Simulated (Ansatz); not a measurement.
**Ideal shear of a crystal plane in Pt**

Method: DFT PBE, scalar-relativistic, plane waves, PAW (Ansatz 0.2.0). The runs took a 420 eV cutoff, a Γ-centred 21×21×5 mesh and Gaussian smearing (0.15 eV). Spin–orbit coupling is left out, which can shift energies with elements as heavy as these. No spin polarisation. Energies are free energies at this smearing, counted from the undisturbed cell; pressure is positive in compression.

The starting cell (relaxed at this level; with this scan's settings it stands at 0.1 GPa):

```
Pt
1.0
    -1.98506   -1.98506    0.00000
     1.98506   -1.98506    0.00000
     0.00000    0.00000   11.91033
Pt
6
Direct
  0.00000 0.00000 0.91665
  0.50000 0.50000 0.08332
  0.00000 0.00000 0.24998
  0.50000 0.50000 0.41665
  0.00000 0.00000 0.58332
  0.50000 0.50000 0.74998
```

The cut lies on the cell's a–b face, a (0 0 1) plane (indices in the standard cell, whose axes needn't be the Cartesian ones shown) of area 7.88 Å², between layers 1.99 Å apart. Vector c is tilted by f times 1·a + 0·b (length 2.807 Å) with the atoms' Cartesian places fixed: one unrelaxed fault a cell. The traction is dγ/du, the slope of γ against the slip u in Å. Some rows repeat others by symmetry and weren't run.

```
     f  γ (mJ/m²) traction (GPa)
0.0000          0             0.0
0.1000        153            10.4
0.2000        538            16.1
0.3000       1002            15.8
0.4000       1367             9.4
0.5000       1501             0.0
0.6000       1367            -9.4
0.8000        538           -16.1
```

Problem. Read off the first barrier and the stress needed to climb it, and compare with Frenkel's sinusoid.

Solution. The first sampled maximum lies at f = 0.500, a slip of 1.40 Å, with γ ≈ 1501 mJ/m², which stands in for the unstable fault energy γ_us, and the steepest sampled slope before it is 16.1 GPa. A sinusoid γ = γ_us sin²(πu/λ) with its maximum there has λ = 2.81 Å and a largest slope πγ_us/λ = 16.8 GPa (1 mJ/m² per Å = 0.01 GPa).

Problem. Is there a metastable fault on this line?

Solution. Apart from points where γ returns to about zero, no local minimum shows among the samples, so at this sampling the line offers no fault for a dislocation to split on; a fault can still lie off the line.

The cut is rigid; relaxing the faces lowers these energies and usually the stresses.

In a metal these slopes depend on the k mesh and the smearing.

Cost: 6 runs of about 12 core-minutes in all, on Arm Neoverse V2 (shared hosts).